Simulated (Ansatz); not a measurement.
SrCl₂ (3R-MoS2 type) under strain

SrCl₂ (3R-MoS2 type), relaxed with r2SCAN+rVV10 in the PAW code Ansatz. The symmetry is R3m (No. 160, trigonal); a = 4.171 Å, c = 18.405 Å in the conventional setting, 30.82 Å³ an atom. Around Sr lie 6 Cl at 2.92 Å; around Cl lie 3 Sr at 2.92 Å.

The axes x, y and z are those of this cell:
```
CELL_PARAMETERS angstrom
2.08574 1.20420 6.13505
-2.08574 1.20420 6.13505
0.00000 -2.40841 6.13505
ATOMIC_POSITIONS crystal
Sr 0.00020 0.00020 0.00020
Cl 0.42277 0.42277 0.42277
Cl 0.24369 0.24369 0.24369
```

Unstrained: The PBE gap is direct at Γ: 4.340 eV. With r2SCAN the gap is 4.866 eV and direct, at Γ. The HSE06 gap is direct at Γ: 5.572 eV. Meshes: PBE 8×8×8, r2SCAN 8×8×8, HSE06 6×6×6. Strains are changes of length per length. After each strain the atoms were relaxed again with r2SCAN+rVV10 within the symmetry that the strain leaves, so tilts or polar shifts that break it weren't tested; points keep the names that they have in the unstrained zone. No spin polarisation. The prototype was imposed, so other structures may be more stable.

Changes of the least gap in eV (an overlap counts as a negative gap):

| strain | volume change (%) | space group | PBE | r2SCAN | HSE06 |
| --- | --- | --- | --- | --- | --- |
| biaxial +2.38 % in x and y, z held | +4.8 | R3m | -0.188 | -0.193 | – |

Biaxial +2.38 % in x and y, z held. r2SCAN: the gap goes from 4.866 to 4.673 eV (-0.193 eV). Stress change with PBE, compression positive: xx -1.51, yy -1.51, zz -0.40 GPa.
